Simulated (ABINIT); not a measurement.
Input of an ABINIT 10.8.3 (patched build) run:

run.abi

```
ndtset 2

pp_dirpath "./"
pseudos "Sb.LDA_PW-JTH_sp.xml, Ga.LDA_PW-JTH.xml"

acell 4.3260792873 4.3260792873 4.3260792873 Angstrom
rprim
     0.0000000000     0.7071067812     0.7071067812
     0.7071067812     0.0000000000     0.7071067812
     0.7071067812     0.7071067812     0.0000000000
ntypat 2
znucl 51 31
natom 2
typat 1 2
xred
     0.7500000000     0.7500000000     0.7500000000
     0.0000000000     0.0000000000     0.0000000000

ecut 20.0
pawecutdg 40.0

ixc -1007

occopt 3
tsmear 0.05 eV

nstep 100

iomode 3
prtwf 0
prteig 0
prtebands 0
enunit 1
prtden1 1

kptopt1 1
ngkpt1 8 8 8
nshiftk1 1
shiftk1 0.0 0.0 0.0
nband1 13
tolvrs1 1.0e-9

iscf2 -2
getden2 1
nband2 17
nbdbuf2 2
tolwfr2 1.0e-12
kptopt2 -9
ndivsm2 5
prteig2 1
kptbounds2
     0.0000000000     0.0000000000     0.0000000000
     0.5000000000     0.0000000000     0.5000000000
     0.5000000000     0.2500000000     0.7500000000
     0.3750000000     0.3750000000     0.7500000000
     0.0000000000     0.0000000000     0.0000000000
     0.5000000000     0.5000000000     0.5000000000
     0.6250000000     0.2500000000     0.6250000000
     0.5000000000     0.2500000000     0.7500000000
     0.5000000000     0.5000000000     0.5000000000
     0.3750000000     0.3750000000     0.7500000000
```

Potentials or basis: JTH PAW LDA v2.0 sp.

Command:

```bash
$ abinit run.abi > log 2>&1
```

Estimate the band gap on the k mesh.

none (metal or under the smearing width).

Estimate the pressure.

-1.7 GPa.

Levels at the corners of the path, in eV from the Fermi level:
```
point  band 7  band 8  band 9  band 10  band 11  band 12
    Γ   -0.16   -0.04   -0.04    -0.04     2.80     2.80
    X   -6.90   -2.60   -2.60     0.80     1.14     8.76
    W   -6.77   -3.38   -3.18     3.62     4.27     4.43
    K   -6.72   -3.65   -2.22     1.31     3.84     6.63
    Γ   -0.16   -0.04   -0.04    -0.04     2.80     2.80
    L   -6.44   -1.18   -1.18     0.26     3.76     3.76
    U   -6.72   -3.65   -2.22     1.31     3.84     6.63
    W   -6.77   -3.38   -3.18     3.62     4.27     4.43
    L   -6.44   -1.18   -1.18     0.26     3.76     3.76
    K   -6.72   -3.65   -2.22     1.31     3.84     6.63
```

Caveat: spin-orbit coupling is left out, which moves the levels of the heavy elements; this set keeps more shells in the core, which shifts pressures and gaps; this crystal is a semiconductor, whose small gap the functional closes, so the metal is an error of the method.

**What was measured.**

A printed reference work, data compilation reports, for a bulk crystal of GaSb at 4.2 K: band gap 0.811 eV (direct).

A measured gap of GaSb is 0.811 eV (direct; 4.2 K; a printed reference work, data compilation); the calculated 0.00 eV misses it by -0.81 eV. Spin-orbit coupling on Ga, Sb is left out. The value is that of LDA-VWN on a finite k mesh, which can miss the band edges, without temperature or zero-point motion. Semilocal functionals fall short of measured gaps as a rule.
